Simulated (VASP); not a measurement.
**KBr in VASP 6.6.1, single-point calculation**

INCAR

```
NELM = 120
SIGMA = 0.01
LWAVE = .FALSE.
ISMEAR = 1
IBRION = -1
NSW = 0
LASPH = .TRUE.
LCHARG = .FALSE.
NBANDS = 15
PREC = Accurate
ENCUT = 520
METAGGA = MBJ
ISIF = 2
LREAL = .FALSE.
EDIFF = 1E-7
```

KPOINTS

```
KPOINTS created by Atomic Simulation Environment
0
Gamma
6 6 6
0 0 0
```

POSCAR

```
K  Br
 1.0000000000000000
     3.9627360450000002    0.0000000000000000    0.0000000000000000
     0.0000000000000000    3.9627360450000002    0.0000000000000000
     0.0000000000000000    0.0000000000000000    3.9627360450000002
 K   Br
   1   1
Cartesian
  0.0000000000000000  0.0000000000000000  0.0000000000000000
  1.9813680224999999  1.9813680224999999  1.9813680224999999
```

The recommended PBE PAW datasets give the neutral cell 16 valence electrons.

Command

```
mpirun -np 1 vasp_std
```

Question: How does this run end, and what does it give?

Answer: It didn't converge.

OSZICAR

```
N       E                     dE             d eps       ncg     rms          rms(c)
DAV:   1     0.284097097791E+03    0.28410E+03   -0.70163E+03   600   0.952E+02
DAV:   2     0.183185079412E+03   -0.10091E+03   -0.93890E+02   796   0.239E+02
DAV:   3     0.177154024159E+03   -0.60311E+01   -0.59913E+01   903   0.500E+01
DAV:   4     0.176978095592E+03   -0.17593E+00   -0.17580E+00   798   0.792E+00
DAV:   5     0.176974599954E+03   -0.34956E-02   -0.34956E-02   897   0.924E-01    0.592E+00
DAV:   6     0.176215775265E+03   -0.75882E+00   -0.13392E+01   852   0.327E+01    0.117E+01
DAV:   7     0.176287525687E+03    0.71750E-01   -0.19122E+00   712   0.103E+01    0.106E+01
DAV:   8     0.176667044046E+03    0.37952E+00   -0.21974E-01   771   0.327E+00    0.105E+01
DAV:   9     0.176858627456E+03    0.19158E+00   -0.11454E-01   677   0.341E+00    0.107E+01
DAV:  10     0.176491812295E+03   -0.36682E+00   -0.90729E-02   649   0.280E+00    0.113E+01
...
DAV: 112     0.387053333876E+03   -0.72102E+02   -0.10322E+03   677   0.351E+02    0.293E+02
DAV: 113     0.428236848146E+03    0.41184E+02   -0.81771E+02   600   0.764E+02    0.288E+02
DAV: 114     0.424256045141E+03   -0.39808E+01   -0.14769E+03   897   0.594E+02    0.201E+02
DAV: 115     0.278742015120E+03   -0.14551E+03   -0.38236E+03   649   0.891E+02    0.335E+02
DAV: 116     0.227265012338E+03   -0.51477E+02   -0.55161E+03  1109   0.103E+03    0.351E+03
DAV: 117     0.309659522325E+03    0.82395E+02   -0.99868E+03   614   0.264E+03    0.230E+02
DAV: 118     0.381665821710E+03    0.72006E+02   -0.16842E+03  1122   0.158E+03    0.137E+02
DAV: 119     0.434923439819E+03    0.53258E+02   -0.47784E+02   852   0.335E+02    0.562E+02
DAV: 120     0.347347376427E+03   -0.87576E+02   -0.22535E+02   663   0.226E+02
   1 F= 0.34734738E+03 E0= 0.34734738E+03  d E =0.397141E-42
```

Standard output (part)

```
POSCAR found type information on POSCAR K Br
 POSCAR found :  2 types and       2 ions
 LDA part: xc-table for (None), standard interpolation
 POSCAR, INCAR and KPOINTS ok, starting setup
 WAVECAR not read
 entering main loop
|     The electronic self-consistency was not achieved in the given           |
|     number of steps (NELM). The forces and other quantities evaluated       |
|     might not be reliable so examine the results carefully. If you find     |
|     spurious results, we suggest increasing NELM, if you were close to      |
|     convergence or switching to a different ALGO or adjusting the           |
|     density mixing parameters otherwise.                                    |
```
